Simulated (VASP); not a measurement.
# Li2H5 (R-3m) in VASP: further runs

One crystal, Li2H5, is run at these levels: PBE; tasks: single point, relaxation of cell and atoms.

Program: VASP 6.6.1. These are calculated values, not measurements. Logs are shortened: lines on timing, memory, paths and dates and some standing lists are left out, and cuts for length are marked.

### Step 1. The cell of the first run

The structure is trigonal, space group R-3m (No. 166). The conventional cell has a = 2.768 Å, b = 2.768 Å, c = 18.069 Å, α = 90.00°, β = 90.00°, γ = 120.00°. Li (site symmetry 3m) has 3 H at 1.81 Å as nearest neighbours. Around H (site symmetry 3m) lie 3 H at 1.76 Å and 3 Li at 1.81 Å. H (site symmetry 3m) has 3 H at 1.60 Å as nearest neighbours. Around H (site symmetry -3m) lie 6 H at 1.76 Å.

The cell was built by a generator and needn't be a form met in nature.

### Step 2. Single point, PBE (species swapped into the B5W2 type (R-3m, No. 166))

File INCAR:

```
PREC = Accurate
ENCUT = 520
EDIFF = 1E-7
ISMEAR = 0
SIGMA = 0.1
LREAL = False
LASPH = True
NELM = 100
ALGO = Normal
ISIF = 2
LWAVE = False
LCHARG = False
GGA = PE
NBANDS = 14
```

File KPOINTS:

```
regular mesh
0
Gamma
  9 9 9
```

File POSCAR:

```
Li2H5
1.0
    1.3840035601      0.7990548280      6.0229880066
   -1.3840035601      0.7990548280      6.0229880066
    0.0000000000     -1.5981096560      6.0229880066
Li H
2 5
Direct
    0.0790882234      0.0790882234      0.0790882234
    0.9209117766      0.9209117766      0.9209117766
    0.2074381676      0.2074381676      0.2074381676
    0.7925618324      0.7925618324      0.7925618324
    0.3307983639      0.3307983639      0.3307983639
    0.6692016361      0.6692016361      0.6692016361
    0.5000000000      0.5000000000      0.5000000000
```

Potentials or basis: VASP PAW PBE potentials, release 64 (Li_sv, H).

The run is started by

```console
cat potpaw_PBE.64/Li_sv/POTCAR potpaw_PBE.64/H/POTCAR > POTCAR
mpirun -np 1 vasp_std > vasp.out
```

OUTCAR:

```text
PREC = Accurate
   ENCUT = 520
   EDIFF = 1E-7
   ISMEAR = 0
   LREAL = False
   LASPH = True
   NELM = 100
   ISIF = 2
   GGA = PE

 ion  position               nearest neighbor table
   1  0.079  0.079  0.079-
   2  0.921  0.921  0.921-
   3  0.207  0.207  0.207-
   4  0.793  0.793  0.793-
   5  0.331  0.331  0.331-
   6  0.669  0.669  0.669-
   7  0.500  0.500  0.500-

  LATTYP: Found a trigonal (rhomboedric) cell.
 ALAT       =     6.2313994416
 COS(alpha) =     0.9013417908

  Lattice vectors:

 A1 = (   1.3840035601,   0.7990548280,   6.0229880066)
 A2 = (  -1.3840035601,   0.7990548280,   6.0229880066)
 A3 = (   0.0000000000,  -1.5981096560,   6.0229880066)

Analysis of symmetry for initial positions (statically):
=====================================================================
 Subroutine PRICEL returns:
 Original cell was already a primitive cell.

 Routine SETGRP: Setting up the symmetry group for a
 trigonal (rhombohedral) supercell.

 Subroutine GETGRP returns: Found 12 space group operations
 (whereof 12 operations were pure point group operations)
 out of a pool of 12 trial point group operations.

The static configuration has the point symmetry D_3d.

Analysis of symmetry for dynamics (positions and initial velocities):
=====================================================================
 Subroutine PRICEL returns:
 Original cell was already a primitive cell.

 Routine SETGRP: Setting up the symmetry group for a
 trigonal (rhombohedral) supercell.

 Subroutine GETGRP returns: Found 12 space group operations
 (whereof 12 operations were pure point group operations)
 out of a pool of 12 trial point group operations.

The dynamic configuration has the point symmetry D_3d.

 Subroutine INISYM returns: Found 12 space group operations
 (whereof 12 operations are pure point group operations),
 and found     1 'primitive' translations

----------------------------------------------------------------------------------------

                                     Primitive cell

  volume of cell :      39.9647

  direct lattice vectors                    reciprocal lattice vectors
     1.384003560  0.799054828  6.022988007     0.361270747  0.208579763  0.055343516
    -1.384003560  0.799054828  6.022988007    -0.361270747  0.208579763  0.055343516
     0.000000000 -1.598109656  6.022988007     0.000000000 -0.417159526  0.055343516

  length of vectors
     6.231399442  6.231399442  6.231399442     0.420814656  0.420814656  0.420814656

  position of ions in fractional coordinates (direct lattice)
     0.079088223  0.079088223  0.079088223
     0.920911777  0.920911777  0.920911777
     0.207438168  0.207438168  0.207438168
     0.792561832  0.792561832  0.792561832
     0.330798364  0.330798364  0.330798364
     0.669201636  0.669201636  0.669201636
     0.500000000  0.500000000  0.500000000

  ion indices of the primitive-cell ions
   primitive index   ion index
                 1           1
                 2           2
                 3           3
                 4           4
                 5           5
                 6           6
                 7           7

----------------------------------------------------------------------------------------

 KPOINTS: regular mesh

Automatic generation of k-mesh.
 Grid dimensions read from file:
 generate k-points for:    9    9    9

 Generating k-lattice:

  Cartesian coordinates                     Fractional coordinates (reciprocal lattice)
     0.040141194  0.023175529  0.006149280     0.111111111  0.000000000  0.000000000
    -0.040141194  0.023175529  0.006149280     0.000000000  0.111111111  0.000000000
     0.000000000 -0.046351058  0.006149280     0.000000000  0.000000000  0.111111111

  Length of vectors
     0.046757184  0.046757184  0.046757184

  Shift w.r.t. Gamma in fractional coordinates (k-lattice)
     0.000000000  0.000000000  0.000000000

 Subroutine IBZKPT returns following result:
 ===========================================

 Found     85 irreducible k-points:

 Following reciprocal coordinates:
            Coordinates               Weight
  0.000000  0.000000  0.000000      1.000000
  0.111111 -0.000000 -0.000000      6.000000
  0.222222 -0.000000 -0.000000      6.000000
  0.333333  0.000000 -0.000000      6.000000
  0.444444 -0.000000 -0.000000      6.000000
  0.111111  0.111111 -0.000000      6.000000
[... 16 lines left out ...]
 -0.333333  0.333333  0.000000      6.000000
  0.444444  0.444444 -0.000000      6.000000
 [... further k-points ...]
   k-points           NKPTS =     85   k-points in BZ     NKDIM =     85   number of bands    NBANDS=     14
   number of dos      NEDOS =    301   number of ions     NIONS =      7
   total plane-waves  NPLWV = 110592
   dimension x,y,z NGX =    48 NGY =   48 NGZ =   48
   dimension x,y,z NGXF=    96 NGYF=   96 NGZF=   96
   ions per type =               2   5
   NGX,Y,Z   is equivalent  to a cutoff of  12.81, 12.81, 12.81 a.u.
   NGXF,Y,Z  is equivalent  to a cutoff of  25.61, 25.61, 25.61 a.u.
 SYSTEM =  unknown system
   PREC   = accura    normal or accurate (medium, high low for compatibility)
   ISTART =      0    job   : 0-new  1-cont  2-samecut
   ICHARG =      2    charge: 1-file 2-atom 10-const
   ISPIN  =      1    spin polarized calculation?
   LNONCOLLINEAR =      F non collinear calculations
   LSORBIT =      F    spin-orbit coupling
   LASPH  =      T    aspherical Exc in radial PAW
   ENCUT  =  520.0 eV  38.22 Ry    6.18 a.u.  11.59 11.59 11.59*2*pi/ulx,y,z
   NELM   =    100;   NELMIN=  2; NELMDL= -5     # of ELM steps
   EDIFF  = 0.1E-06   stopping-criterion for ELM
   LREAL  =      F    real-space projection
   EDIFFG = 0.1E-05   stopping-criterion for IOM
   NSW    =      0    number of steps for IOM
   IBRION =     -1    ionic relax: 0-MD 1-quasi-New 2-CG
   NFREE  =      0    steps in history (QN), initial steepest desc. (CG)
   ISIF   =      2    stress and relaxation
   ISYM   =      2    0-nonsym 1-usesym 2-fastsym
   POTIM  = 0.5000    time-step for ionic-motion
   TEBEG  =    0.0;   TEEND  =   0.0 temperature during run
   PSTRESS=    0.0 pullay stress
   NELECT =      11.0000    total number of electrons
   NUPDOWN=      -1.0000    fix difference up-down
   EMIN   =  10.00;   EMAX   =-10.00  energy-range for DOS
   EFERMI =   0.00;   METHOD = LEGACY
   ISMEAR =     0;   SIGMA  =   0.10  broadening in eV -4-tet -1-fermi 0-gaus
   EFERMI_NEDOS =   21; number of points for ismear=-14 and -15
   IALGO  =     38    algorithm
   IMIX   =      4    mixing-type and parameters
     AMIX     =   0.40;   BMIX     =  1.00
     AMIX_MAG =   1.60;   BMIX_MAG =  1.00
  volume/ion in A,a.u.               =       5.71        38.53
  Fermi-wavevector in a.u.,A,eV,Ry     =   1.064911  2.012390 15.429494  1.134036
  Thomas-Fermi vector in A             =   2.200445
   LORBIT       =      0    0 simple, 1 ext, 2 COOP (PROOUT), +10 PAW based schemes
   GGA     = PE    functional components
   LHFCALC =     F    Hartree Fock is set to
   AEXX    =    0.0000 exact exchange contribution
   IVDW    =     0    specifies the selected vdW correction
   LEPSILON=     F    determine dielectric tensor
   LRPA    =     F    only Hartree local field effects (RPA)
 non-spin polarized calculation
 Gauss-broadening in eV      SIGMA  =   0.10
  energy-cutoff  :      520.00
  volume of cell :       39.96
 maximum number of plane-waves:      1086
   NGX = 23   NGY = 23   NGZ = 23

 number of electron      11.0000002 magnetization

 Free energy of the ion-electron system (eV)
  ---------------------------------------------------
  ext. energy  EPLUGINS =         0.00000000
  ---------------------------------------------------
  free energy    TOTEN  =       -18.24859967 eV

  energy without entropy =      -18.24516113  energy(sigma->0) =      -18.24688040

 E-fermi :   1.5389     XC(G=0):  -9.3011

 val. band max:        1.5089260120   @ k =  -0.2222   0.3333   0.1111
 cond. band min:       1.5516669622   @ k =  -0.2222   0.2222   0.1111
 fundamental gap:      0.0427409502
 Fermi energy:         1.5388610824

 k-point     1 :       0.0000    0.0000    0.0000
  band No.  band energies     occupation
      1     -43.7697      2.00000
      2     -43.7585      2.00000
      3      -8.1050      2.00000
      4      -6.8314      2.00000
      5      -1.4185      2.00000
      6       7.2501      0.00000
      7       7.5584      0.00000
      8       9.8286      0.00000
      9      12.8991      0.00000
     10      15.9960      0.00000
     11      17.3401      0.00000
     12      17.3401      0.00000
     13      17.7863      0.00000
     14      17.7863      0.00000

 k-point     2 :       0.1111   -0.0000   -0.0000
  band No.  band energies     occupation
      1     -43.7645      2.00000
      2     -43.7538      2.00000
      3      -7.8515      2.00000
      4      -6.5395      2.00000
      5      -1.2816      2.00000
      6       6.9874      0.00000
      7       7.6089      0.00000
      8       8.6847      0.00000
      9      12.0865      0.00000
     10      14.1721      0.00000
     11      15.4371      0.00000
     12      15.6149      0.00000
     13      16.5618      0.00000
     14      17.2897      0.00000

 k-point     3 :       0.2222   -0.0000   -0.0000
  band No.  band energies     occupation
      1     -43.7518      2.00000
      2     -43.7420      2.00000
      3      -7.0982      2.00000
      4      -5.6761      2.00000
      5      -0.9176      2.00000
      6       5.6497      0.00000
      7       6.0039      0.00000
      8       7.6517      0.00000
      9      11.0610      0.00000
     10      12.5328      0.00000
     11      13.4283      0.00000
     12      13.9052      0.00000
     13      14.6531      0.00000
     14      15.0660      0.00000

 k-point     4 :       0.3333    0.0000   -0.0000
  band No.  band energies     occupation
      1     -43.7371      2.00000
      2     -43.7286      2.00000
      3      -5.8844      2.00000
      4      -4.2916      2.00000
      5      -0.6557      2.00000
      6       3.1235      0.00000
      7       3.6657      0.00000
      8       6.7973      0.00000
      9      11.2628      0.00000
     10      11.9181      0.00000
     11      12.2574      0.00000
     12      12.7717      0.00000
     13      13.2764      0.00000
     14      13.5003      0.00000

 k-point     5 :       0.4444   -0.0000   -0.0000
  band No.  band energies     occupation
      1     -43.7276      2.00000
      2     -43.7199      2.00000
      3      -4.4501      2.00000
      4      -2.6230      2.00000
      5      -1.4110      2.00000
      6       0.7753      2.00000
      7       2.9343      0.00000
      8       5.4144      0.00000
      9      11.1937      0.00000
     10      11.6351      0.00000
     11      12.2372      0.00000
[... 276 lines left out ...]
 k-point    22 :      -0.4444    0.3333   -0.0000
  band No.  band energies     occupation
      1     -43.7230      2.00000
      2     -43.7164      2.00000
      3      -3.4568      2.00000
      4      -2.3527      2.00000
      5      -0.3671      2.00000
      6      -0.2267      2.00000
      7       1.9578      0.00000
      8       6.9270      0.00000
      9       7.1641      0.00000
     10       8.4301      0.00000
     11       9.6569      0.00000
     12      11.1233      0.00000
     13      15.0969      0.00000
     14      15.7190      0.00000

 k-point    23 :      -0.3333    0.3333    0.0000
  band No.  band energies     occupation
      1     -43.7206      2.00000
      2     -43.7138      2.00000
      3      -2.1085      2.00000
      4      -2.0027      2.00000
      5      -0.9604      2.00000
      6       0.1262      2.00000
      7       0.4017      2.00000
      8       6.1137      0.00000
      9       6.7851      0.00000
     10       8.6147      0.00000
     11       9.6742      0.00000
     12      10.8896      0.00000
     13      14.9260      0.00000
     14      16.0397      0.00000

 k-point    24 :       0.4444    0.4444   -0.0000
  band No.  band energies     occupation
      1     -43.7270      2.00000
      2     -43.7205      2.00000
      3      -4.2428      2.00000
      4      -3.1720      2.00000
      5      -0.8799      2.00000
      6       0.3765      2.00000
      7       2.9483      0.00000
      8       7.3716      0.00000
      9       8.5050      0.00000
     10      11.2814      0.00000
     11      11.3966      0.00000
     12      11.8537      0.00000
     13      13.2738      0.00000
     14      14.6202      0.00000

 [... further k-points ...]

------------------------ aborting loop because EDIFF is reached ----------------------------------------

  FORCE on cell =-STRESS in cart. coord.  units (eV):
  Direction    XX          YY          ZZ          XY          YZ          ZX
  --------------------------------------------------------------------------------------
  -------------------------------------------------------------------------------------
  Total       -0.1229983     -0.1229983     -0.0872323      0.0000000      0.0000000      0.0000000
  in kB       -4.9309752     -4.9309752     -3.4971232      0.0000000      0.0000000      0.0000000
  external PRESSURE =      -4.4530246 kB  Pullay stress =       0.0000000 kB

 VOLUME and BASIS-vectors are now :
 -----------------------------------------------------------------------------
  energy-cutoff  :      520.00
  volume of cell :       39.96
      direct lattice vectors                 reciprocal lattice vectors
     1.384003560  0.799054828  6.022988007     0.361270747  0.208579763  0.055343516
    -1.384003560  0.799054828  6.022988007    -0.361270747  0.208579763  0.055343516
     0.000000000 -1.598109656  6.022988007     0.000000000 -0.417159526  0.055343516

 POSITION                                       TOTAL-FORCE (eV/Angst)
 -----------------------------------------------------------------------------------
      0.00000      0.00000      1.42904        -0.000000     -0.000000      0.028701
      0.00000      0.00000     16.63992        -0.000000      0.000000     -0.028701
      0.00000      0.00000      3.74819        -0.000000      0.000000      0.009747
      0.00000      0.00000     14.32077        -0.000000     -0.000000     -0.009747
      0.00000      0.00000      5.97718        -0.000000      0.000000      0.007913
      0.00000      0.00000     12.09178        -0.000000      0.000000     -0.007913
      0.00000      0.00000      9.03448         0.000000      0.000000      0.000000
 -----------------------------------------------------------------------------------
    total drift:                                0.000000      0.000000      0.000000

  FREE ENERGIE OF THE ION-ELECTRON SYSTEM (eV)
  ---------------------------------------------------
  free  energy   TOTEN  =       -18.2485996720 eV

  energy  without entropy=      -18.2451611319  energy(sigma->0) =      -18.24688040
```

Wall time 1.9 min (1 thread of Intel Xeon Platinum 8488C (Sapphire Rapids), shared host); peak memory 0.3 GiB.

Results:

```yaml
Free_energy: -18.2486 eV
Largest_force: 0.029 eV/Å
Band_gap_on_the_k_mesh: none (metal or under the smearing width)
```

Forces on the atoms (eV/Å):
```
Li   0.000  0.000  0.029
Li   0.000  0.000 -0.029
H    0.000  0.000  0.010
H    0.000  0.000 -0.010
H    0.000  0.000  0.008
H    0.000  0.000 -0.008
H    0.000  0.000  0.000
```

Levels at points of the mesh, in eV from the Fermi level:
```
           k point  band 3  band 4  band 5  band 6  band 7  band 8
(0.00, 0.00, 0.00)   -9.64   -8.37   -2.96    5.71    6.02    8.29
```

Caveat: the cutoff is under 1.25 times the usual one of these potentials, so pressure, stress and relaxed cells hold a basis-set (Pulay) error.

### Step 3. Relaxation of cell and atoms, PBE (species swapped into the B5W2 type (R-3m, No. 166))

File INCAR:

```
SYSTEM = Li2H5
PREC     = Accurate       ! precision mode
ENCUT    = 600            ! plane-wave cutoff, eV
EDIFF    = 1E-6           ! SCF threshold, eV
ISMEAR   = 0              ! smearing method
SIGMA    = 0.1            ! smearing width, eV
LREAL    = .False.        ! projectors in reciprocal space
LASPH    = .True.         ! aspherical terms in the spheres
NELM     = 100            ! most SCF steps
ALGO     = Fast           ! electronic algorithm
ISIF     = 3              ! what is computed and relaxed
LWAVE    = .False.        ! write WAVECAR
LCHARG   = .False.        ! write CHGCAR
GGA      = PE             ! functional
IBRION   = 2              ! ionic algorithm
NSW      = 90             ! ionic steps
EDIFFG   = -0.04          ! ionic threshold
```

File KPOINTS:

```
regular mesh
0
Gamma
  9 9 9
  0 0 0
```

File POSCAR:

```
Li2H5
1.0
    1.3757607014      0.7942958113      6.0596591348
   -1.3757607014      0.7942958113      6.0596591348
    0.0000000000     -1.5885916226      6.0596591348
Li H
2 5
Direct
    0.0766899566      0.0766899566      0.0766899566
    0.9233100434      0.9233100434      0.9233100434
    0.2070186595      0.2070186595      0.2070186595
    0.7929813405      0.7929813405      0.7929813405
    0.3319483372      0.3319483372      0.3319483372
    0.6680516628      0.6680516628      0.6680516628
    0.5000000000      0.5000000000      0.5000000000
```

Potentials or basis: VASP PAW PBE potentials, release 64 (Li_sv, H).

The run is started by

```console
cat potpaw_PBE.64/Li_sv/POTCAR potpaw_PBE.64/H/POTCAR > POTCAR
mpirun -np 1 vasp_std > vasp.out
```

It took 6.6 min on 1 thread of Intel Xeon Platinum 8488C (Sapphire Rapids), shared host; peak memory 0.35 GiB.

The run converged. Its results:

```
Free energy                            : -18.2478 eV
Relaxed volume                         : 5.63 Å³/atom
Relaxed cell                           : a = 6.257 Å, b = 6.257 Å, c = 6.257 Å, α = 25.32°, β = 25.32°, γ = 25.32°
Space group after relaxing (to 0.05 Å) : R-3m (No. 166)
Energy gained by relaxing              : 0.8 meV/atom
Ionic steps                            : 4
Pressure after relaxing                : 0.4 GPa
Largest force after relaxing           : 0.025 eV/Å
Band gap on the k mesh                 : none (metal or under the smearing width)
```

Forces in eV/Å, atoms in the order of the input:
```
Li   0.000  0.000  0.025
Li   0.000  0.000 -0.025
H    0.000  0.000 -0.022
H    0.000  0.000  0.022
H    0.000  0.000  0.004
H    0.000  0.000 -0.004
H    0.000  0.000  0.000
```

Stress tensor (GPa, compression positive):
```
 0.68  0.00  0.00
 0.00  0.68  0.00
 0.00  0.00 -0.30
```

Step by step:
```tsv
step	energy change (eV)	largest force (eV/Å)	pressure (GPa)	volume (Å³)
1	0.0000	0.1215	-0.27	39.73
2	-0.0018	0.1040	-0.16	39.68
3	-0.0051	0.0502	0.19	39.51
4	-0.0054	0.0246	0.35	39.44
```

Final structure:
```
Li H
1.0
     1.37141    0.79179    6.05345
    -1.37141    0.79179    6.05345
     0.00000   -1.58357    6.05345
Li H
2 5
Cartesian
  0.0000 0.0000 1.4243
  0.0000 0.0000 16.7361
  0.0000 0.0000 3.7717
  0.0000 0.0000 14.3886
  0.0000 0.0000 6.0145
  0.0000 0.0000 12.1459
  0.0000 0.0000 9.0802
```

Levels at points of the mesh, in eV from the Fermi level:
| k point | band 1 | band 2 | band 3 | band 4 | band 5 | band 6 | band 7 | band 8 | band 9 |
| --- | --- | --- | --- | --- | --- | --- | --- | --- | --- |
| (0.00, 0.00, 0.00) | -45.35 | -45.34 | -9.77 | -8.56 | -3.11 | 5.54 | 5.95 | 8.48 | 11.45 |

Caveat: the cutoff is under 1.25 times the usual one of these potentials, so pressure, stress and relaxed cells hold a basis-set (Pulay) error.
